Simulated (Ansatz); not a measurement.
C (R-3m), random displacements

These are results of Ansatz, DFT r2SCAN, scalar-relativistic, plane waves, PAW, not measurements. Settings: plane waves to 500 eV, k-mesh 12×12×12 (Γ-centred), Gaussian smearing 0.05 eV. No spin polarisation. Energies are free energies at this smearing, counted from the undisturbed cell; pressure is positive in compression.

Zero of the scan (relaxed at this level):

```
C
1.0
     1.25567    0.72496   10.33600
    -1.25567    0.72496   10.33600
     0.00000   -1.44992   10.33600
C
10
Direct
  0.02482 0.02482 0.02482
  0.97518 0.97518 0.97518
  0.10870 0.10870 0.10870
  0.89130 0.89130 0.89130
  0.15837 0.15837 0.15837
  0.84163 0.84163 0.84163
  0.37485 0.37485 0.37485
  0.62515 0.62515 0.62515
  0.42533 0.42533 0.42533
  0.57467 0.57467 0.57467
```

The atoms are displaced (Å, in the unstrained cell):

```tsv
atom	ux	uy	uz
C1	0.087	-0.079	-0.091
C2	-0.013	-0.143	-0.016
C3	-0.013	-0.028	-0.149
C4	0.084	0.054	0.174
C5	-0.067	-0.132	0.107
C6	0.197	0.068	-0.024
C7	-0.025	0.131	0.057
C8	-0.297	0.137	0.047
C9	0.067	-0.025	-0.155
C10	-0.021	0.017	0.049
```

Strain (Voigt, engineering shear): (-0.0191, -0.0241, -0.0170, -0.0113, -0.0321, 0.0292).

Question: What are the energy change, the stress and the forces?

Answer: ΔE = 851.0 meV/atom; stress (xx, yy, zz, yz, xz, xy; compression positive) (55.59, 84.09, 66.66, 9.31, 31.75, -16.98) GPa.
```csv
atom,Fx (eV/Å),Fy,Fz
C1,-5.62,3.87,3.29
C2,-0.58,10.45,5.50
C3,2.75,0.00,3.44
C4,-4.78,-2.41,-5.92
C5,4.87,7.34,-7.89
C6,-5.54,-6.77,6.40
C7,5.02,-4.56,-9.09
C8,3.32,-10.60,-5.85
C9,-3.29,-0.09,7.16
C10,3.85,2.77,2.95
```

Cost: 1 run of about 1.4 core-minutes, on AMD EPYC 9R45 (Zen 5) (shared hosts).